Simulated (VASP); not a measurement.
Given:

```yaml
crystal:
  lattice:
    - [4.42958, 0.00000, 0.00000]
    - [0.00000, 4.42958, 0.00000]
    - [0.00000, 0.00000, 3.07834]
  atoms:
    - { symbol: Ru, position: [0.00000, 0.00000, 0.00000] }
    - { symbol: Ru, position: [0.50000, 0.50000, 0.50000] }
    - { symbol: O, position: [0.30634, 0.30634, 0.00000] }
    - { symbol: O, position: [0.80634, 0.19366, 0.50000] }
    - { symbol: O, position: [0.19366, 0.80634, 0.50000] }
    - { symbol: O, position: [0.69366, 0.69366, 0.00000] }
```

Method: LDA (Ceperley-Alder, Perdew-Zunger), VASP's LDA PAW potentials (set 64) (plane waves; VASP). Settings: 520 eV cut-off, Gaussian smearing of 0.050 eV, potentials Ru_pv O.

Task: Predict the band gap (along the path) with the smallest direct gap where there is one.

Result: 
| Property | Result |
|---|---|
| band gap (along the path) | none (metal, semimetal or under 0.01 eV) |

Only differences to runs with the same potentials and settings are physical.

The compound is RuO2 in the rutile structure. It was relaxed first.
